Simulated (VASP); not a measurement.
# AlP (F-43m) in VASP: settings compared

AlP is run at these levels: PBEsol, PBE; tasks: relaxation of cell and atoms, single point.

Program: VASP 6.6.1. These are calculated values, not measurements. Logs are shortened: lines on timing, memory, paths and dates and some standing lists are left out, and cuts for length are marked.

**Measured values to compare with.**

A printed reference work, data compilation reports, for a bulk crystal of AlP at 4.2 K: band gap 2.505 eV (indirect).

The runs below are set against these values where they give the same quantity.

### 1 The cell of the first run

It takes space group F-43m (No. 216, cubic). Conventional cell: a = 5.470 Å, b = 5.470 Å, c = 5.470 Å, α = 90.00°, β = 90.00°, γ = 90.00°. Within 3.1 Å of Al (site symmetry -43m) lie 4 P at 2.37 Å. Within 3.1 Å of P (site symmetry -43m) lie 4 Al at 2.37 Å.

### 2 Relaxation of cell and atoms, PBEsol, target pressure 5 GPa, at which the enthalpy is minimised

Contents of INCAR:

```
SYSTEM = AlP
ALGO = Normal
EDIFF = 1E-7
EDIFFG = -0.001
ENCUT = 500
GGA = PS
GGA_COMPAT = .FALSE.
IBRION = 2
ISIF = 3
ISMEAR = 0
LASPH = .TRUE.
LCHARG = .FALSE.
LREAL = .FALSE.
LWAVE = .FALSE.
NELM = 120
NELMIN = 4
NSW = 80
PREC = Accurate
PSTRESS = 50.0
SIGMA = 0.01
```

Contents of KPOINTS:

```
k-points
0
G
  8 8 8
  0 0 0
```

Contents of POSCAR:

```
AlP
1.0
    0.0000000000      2.7351727390      2.7351727390
    2.7351727390      0.0000000000      2.7351727390
    2.7351727390      2.7351727390      0.0000000000
Al P
1 1
Direct
    0.0000000000      0.0000000000      0.0000000000
    0.7500000000      0.7500000000      0.7500000000
```

Potentials or basis: VASP PAW PBE potentials, release 64 (Al, P).

Command:

```console
$ cat potpaw_PBE.64/Al/POTCAR potpaw_PBE.64/P/POTCAR > POTCAR
$ mpirun -np 1 vasp_std > vasp.out
```

OUTCAR:

```text
SYSTEM = AlP
   EDIFF = 1E-7
   EDIFFG = -0.001
   ENCUT = 500
   GGA = PS
   IBRION = 2
   ISIF = 3
   ISMEAR = 0
   LASPH = .TRUE.
   LREAL = .FALSE.
   NELM = 120
   NELMIN = 4
   NSW = 80
   PREC = Accurate
   PSTRESS = 50.0

 ion  position               nearest neighbor table
   1  0.000  0.000  0.000-   2 2.37   2 2.37   2 2.37   2 2.37
   2  0.750  0.750  0.750-   1 2.37   1 2.37   1 2.37   1 2.37

  LATTYP: Found a face centered cubic cell.
 ALAT       =     5.4703454780

  Lattice vectors:

 A1 = (   0.0000000000,   2.7351727390,   2.7351727390)
 A2 = (   2.7351727390,   0.0000000000,   2.7351727390)
 A3 = (   2.7351727390,   2.7351727390,   0.0000000000)

Analysis of symmetry for initial positions (statically):
=====================================================================
 Subroutine PRICEL returns:
 Original cell was already a primitive cell.

 Routine SETGRP: Setting up the symmetry group for a
 face centered cubic supercell.

 Subroutine GETGRP returns: Found 24 space group operations
 (whereof 24 operations were pure point group operations)
 out of a pool of 48 trial point group operations.

The static configuration has the point symmetry T_d .

Analysis of symmetry for dynamics (positions and initial velocities):
=====================================================================
 Subroutine PRICEL returns:
 Original cell was already a primitive cell.

 Routine SETGRP: Setting up the symmetry group for a
 face centered cubic supercell.

 Subroutine GETGRP returns: Found 24 space group operations
 (whereof 24 operations were pure point group operations)
 out of a pool of 48 trial point group operations.

The dynamic configuration has the point symmetry T_d .

 Subroutine INISYM returns: Found 24 space group operations
 (whereof 24 operations are pure point group operations),
 and found     1 'primitive' translations

----------------------------------------------------------------------------------------

                                     Primitive cell

  volume of cell :      40.9246

  direct lattice vectors                    reciprocal lattice vectors
     0.000000000  2.735172739  2.735172739    -0.182803811  0.182803811  0.182803811
     2.735172739  0.000000000  2.735172739     0.182803811 -0.182803811  0.182803811
     2.735172739  2.735172739  0.000000000     0.182803811  0.182803811 -0.182803811
[... 90 lines left out ...]
   ISIF   =      3    stress and relaxation
   ISYM   =      2    0-nonsym 1-usesym 2-fastsym
   POTIM  = 0.5000    time-step for ionic-motion
   TEBEG  =    0.0;   TEEND  =   0.0 temperature during run
   PSTRESS=   50.0 pullay stress
   NELECT =       8.0000    total number of electrons
   NUPDOWN=      -1.0000    fix difference up-down
   EMIN   =  10.00;   EMAX   =-10.00  energy-range for DOS
   EFERMI =   0.00;   METHOD = LEGACY
   ISMEAR =     0;   SIGMA  =   0.01  broadening in eV -4-tet -1-fermi 0-gaus
   EFERMI_NEDOS =   21; number of points for ismear=-14 and -15
   IALGO  =     38    algorithm
   IMIX   =      4    mixing-type and parameters
     AMIX     =   0.40;   BMIX     =  1.00
     AMIX_MAG =   1.60;   BMIX_MAG =  1.00
  volume/ion in A,a.u.               =      20.46       138.09
  Fermi-wavevector in a.u.,A,eV,Ry     =   0.950116  1.795459 12.282263  0.902721
  Thomas-Fermi vector in A             =   2.078463
   LORBIT       =      0    0 simple, 1 ext, 2 COOP (PROOUT), +10 PAW based schemes
   GGA     = PS    functional components
   LHFCALC =     F    Hartree Fock is set to
   AEXX    =    0.0000 exact exchange contribution
   IVDW    =     0    specifies the selected vdW correction
   LEPSILON=     F    determine dielectric tensor
   LRPA    =     F    only Hartree local field effects (RPA)
 conjugate gradient relaxation of ions
 non-spin polarized calculation
 Gauss-broadening in eV      SIGMA  =   0.01
  energy-cutoff  :      500.00
  volume of cell :       40.92
 maximum number of plane-waves:      1056
   NGX = 15   NGY = 15   NGZ = 15

--------------------------------------- Ionic step        1  -------------------------------------------

 number of electron       8.0000000 magnetization

 Free energy of the ion-electron system (eV)
  ---------------------------------------------------
  ext. energy  EPLUGINS =         0.00000000
  ---------------------------------------------------
  free energy    TOTEN  =       -10.99516479 eV

  energy without entropy =      -10.99516479  energy(sigma->0) =      -10.99516479

------------------------ aborting loop because EDIFF is reached ----------------------------------------

  FORCE on cell =-STRESS in cart. coord.  units (eV):
  Direction    XX          YY          ZZ          XY          YZ          ZX
  --------------------------------------------------------------------------------------
  -------------------------------------------------------------------------------------
  Total        0.0104718      0.0104718      0.0104718      0.0000000      0.0000000     -0.0000000
  in kB        0.4099655      0.4099655      0.4099655      0.0000000      0.0000000     -0.0000000
  external PRESSURE =     -49.5900345 kB  Pullay stress =      50.0000000 kB
[... 177 lines left out ...]
--------------------------------------- Ionic step        6  -------------------------------------------

 number of electron       7.9999999 magnetization

 Free energy of the ion-electron system (eV)
  ---------------------------------------------------
  ext. energy  EPLUGINS =         0.00000000
  ---------------------------------------------------
  free energy    TOTEN  =       -10.96437999 eV

  energy without entropy =      -10.96437999  energy(sigma->0) =      -10.96437999

 E-fermi :   5.0301     XC(G=0):  -9.5407

 val. band max:        4.9621181465   @ k =   0.0000   0.0000   0.0000
 cond. band min:       6.3071529486   @ k =   0.5000   0.5000   0.0000
 fundamental gap:      1.3450348021
 Fermi energy:         5.0301092597

 k-point     1 :       0.0000    0.0000    0.0000
  band No.  band energies     occupation
      1      -6.8347      2.00000
      2       4.9621      2.00000
      3       4.9621      2.00000
      4       4.9621      2.00000
      5       8.5525      0.00000
      6       9.5367      0.00000
      7       9.5367      0.00000
      8       9.5367      0.00000
[... 243 lines left out ...]
 k-point    24 :      -0.3750    0.2500    0.1250
  band No.  band energies     occupation
      1      -4.6827      2.00000
      2      -0.4272      2.00000
      3       2.2270      2.00000
      4       3.3836      2.00000
      5       8.8616      0.00000
      6       9.4891      0.00000
      7      11.9458      0.00000
      8      12.7647      0.00000

 [... further k-points ...]
[... 5 lines left out ...]
  --------------------------------------------------------------------------------------
  -------------------------------------------------------------------------------------
  Total        1.2133086      1.2133086      1.2133086     -0.0000000     -0.0000000      0.0000000
  in kB       49.9975436     49.9975436     49.9975436     -0.0000000     -0.0000000      0.0000000
  external PRESSURE =      -0.0024564 kB  Pullay stress =      50.0000000 kB
[... 21 lines left out ...]
  energy  without entropy=      -10.9643799907  energy(sigma->0) =      -10.96437999

  enthalpy is  TOTEN    =        -9.7510117369 eV   P V=        1.2133682538

 reached required accuracy - stopping structural energy minimisation
```

It took 14 s on 1 thread of Intel Xeon 6975P-C (Granite Rapids), shared host; peak memory 0.14 GiB.

Results:

* Free energy: -10.9644 eV
* Relaxed volume: 19.44 Å³/atom
* Relaxed cell: a = 3.803 Å, b = 3.803 Å, c = 3.803 Å, α = 60.00°, β = 60.00°, γ = 60.00°
* Space group after relaxing (to 0.05 Å): F-43m (No. 216)
* Energy change on relaxing (the enthalpy is what falls): +15.4 meV/atom
* Ionic steps: 6
* Pressure after relaxing: 5.0 GPa
* Band gap on the k mesh: 1.35 eV, indirect (least direct gap 3.56 eV)

Step by step:
| step | energy change (eV) | largest force (eV/Å) | pressure (GPa) | volume (Å³) |
| --- | --- | --- | --- | --- |
| 1 | 0.0000 | 0.0000 | 0.04 | 40.92 |
| 2 | 0.1038 | 0.0000 | 9.85 | 37.29 |
| 3 | 0.0305 | 0.0000 | 4.98 | 38.89 |
| 4 | 0.0318 | 0.0000 | 5.08 | 38.85 |
| 5 | 0.0301 | 0.0000 | 4.94 | 38.90 |
| 6 | 0.0308 | 0.0000 | 5.00 | 38.88 |

Final structure:
```
CELL_PARAMETERS angstrom
0.00000 2.68886 2.68886
2.68886 0.00000 2.68886
2.68886 2.68886 0.00000
ATOMIC_POSITIONS crystal
Al 0.00000 0.00000 0.00000
P 0.75000 0.75000 0.75000
```

Caveat: the cell is relaxed towards a set pressure, so the enthalpy falls and the energy may rise; the PAW data sets were made with another functional, which shifts forces and pressure a little. Expect the measured gap to be larger: semilocal functionals such as PBEsol lack the derivative discontinuity.

### 3 Relaxation of cell and atoms, PBEsol, target pressure 22 GPa, at which the enthalpy is minimised

This run uses another cell than the first one, of 18.47 Å³/atom, 0.903 times its volume.

Contents of INCAR:

```
SYSTEM = AlP
ALGO = Normal
EDIFF = 1E-7
EDIFFG = -0.001
ENCUT = 500
GGA = PS
GGA_COMPAT = .False.
IBRION = 2
ISIF = 3
ISMEAR = 0
LASPH = .True.
LCHARG = .False.
LREAL = .False.
LWAVE = .False.
NELM = 120
NELMIN = 4
NSW = 80
PREC = Accurate
PSTRESS = 220.0
SIGMA = 0.01
```

Contents of KPOINTS:

```
k-points
0
Gamma
  10 10 10
  0 0 0
```

Contents of POSCAR:

```
AlP
1.0
    0.0000000000      2.6433227776      2.6433227776
    2.6433227776      0.0000000000      2.6433227776
    2.6433227776      2.6433227776      0.0000000000
Al P
1 1
Direct
    0.0000000000      0.0000000000      0.0000000000
    0.7500000000      0.7500000000      0.7500000000
```

Potentials or basis: VASP PAW PBE potentials, release 64 (Al, P).

Command:

```console
$ cat potpaw_PBE.64/Al/POTCAR potpaw_PBE.64/P/POTCAR > POTCAR
$ mpirun -np 1 vasp_std > vasp.out
```

It took 23 s on 1 thread of Intel Xeon 6975P-C (Granite Rapids), shared host; peak memory 0.15 GiB.

The run converged. Its results:

```yaml
Free_energy: -10.6025 eV
Relaxed_volume: 17.15 Å³/atom
Relaxed_cell: a = 3.647 Å, b = 3.647 Å, c = 3.647 Å, α = 60.00°, β = 60.00°, γ = 60.00°
Space_group_after_relaxing_to_0.05_Å: F-43m (No. 216)
Energy_change_on_relaxing_the_enthalpy_is_what_falls: +133.4 meV/atom
Ionic_steps: 7
Pressure_after_relaxing: 22.0 GPa
Band_gap_on_the_k_mesh: 1.05 eV, indirect (least direct gap 3.54 eV)
```

The path:
```tsv
step	energy change (eV)	largest force (eV/Å)	pressure (GPa)	volume (Å³)
1	0.0000	0.0000	11.03	36.94
2	1.0274	0.0000	45.45	30.58
3	0.2556	0.0000	21.61	34.38
4	0.2655	0.0000	21.96	34.31
5	0.2726	0.0000	22.21	34.26
6	0.2591	0.0000	21.73	34.36
7	0.2667	0.0000	22.00	34.30
```

Final structure:
```yaml
crystal:
  lattice:
    - [0.00000, 2.57888, 2.57888]
    - [2.57888, 0.00000, 2.57888]
    - [2.57888, 2.57888, 0.00000]
  atoms:
    - { symbol: Al, position: [0.00000, 0.00000, 0.00000] }
    - { symbol: P, position: [0.75000, 0.75000, 0.75000] }
```

Levels at points of the mesh, in eV from the valence-band top:
```csv
k point,band 1,band 2,band 3,band 4,band 5,band 6,band 7,band 8
"(0.00, 0.00, 0.00)",-12.60,0.00,0.00,0.00,4.69,4.74,4.74,4.74
"(0.50, 0.00, 0.00)",-10.44,-6.42,-0.87,-0.87,3.37,4.75,4.75,8.50
"(0.50, 0.50, 0.00)",-9.59,-5.98,-2.50,-2.50,1.05,2.26,12.38,12.38
```

Caveat: the cell is relaxed towards a set pressure, so the enthalpy falls and the energy may rise; the PAW data sets were made with another functional, which shifts forces and pressure a little. PBEsol gaps usually lie below the measured ones, often by a third to a half.

(Part 1 of 3 ends here.)
